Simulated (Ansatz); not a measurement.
MgO under changes of volume

One of the cells (12.265 Å³/atom); the others are scaled copies at fixed shape and fractional positions:

```
CELL_PARAMETERS angstrom
0.00000 2.30616 2.30616
2.30616 0.00000 2.30616
2.30616 2.30616 0.00000
ATOMIC_POSITIONS crystal
Mg 0.50000 0.50000 0.50000
O 0.75000 0.75000 0.75000
```

The cell was built by a generator and needn't be a form met in nature.

* Program: Ansatz 0.2.0
* Functional: PBE
* Potentials or basis: Ansatz PAW
* Cutoff: 420 eV (not typed: the program's choice for these potentials)
* k mesh: 10 × 10 × 10
* Occupations: fermi-dirac, width 0.05 eV
* Spin: no spin polarisation

```csv
volume (Å³/atom),energy over the lowest point (meV/atom),pressure (GPa),gap on the mesh (eV)
11.529,17.52,8.0,3.83
11.774,7.56,5.1,3.71
12.020,1.89,2.4,3.59
12.265,0.00,0.0,3.48
12.510,1.76,-2.2,3.37
12.756,?,?,?
13.001,14.33,-5.9,3.17
```

**Question.** What does the run at 12.756 Å³/atom give?

**Answer.** Energy over the lowest point 6.61 meV/atom; pressure -4.1 GPa; gap on the mesh 3.27 eV.

Worked out: A Birch-Murnaghan fit of order 3 (a polynomial in V^(-2/3)) to the other rows has its minimum at 12.27 Å³/atom with B0 = V·E''(V) = 114 GPa and B' = 4.0. It gives 6.61 meV/atom at 12.756 Å³/atom, against the run's 6.61, and -dE/dV = -4.1 GPa, against -4.1. A straight line through the other rows of the gap, of slope -5.5 eV per unit of ln V (its deformation potential), gives 3.27 eV, against the run's 3.27.

Energies are extrapolated to zero smearing.
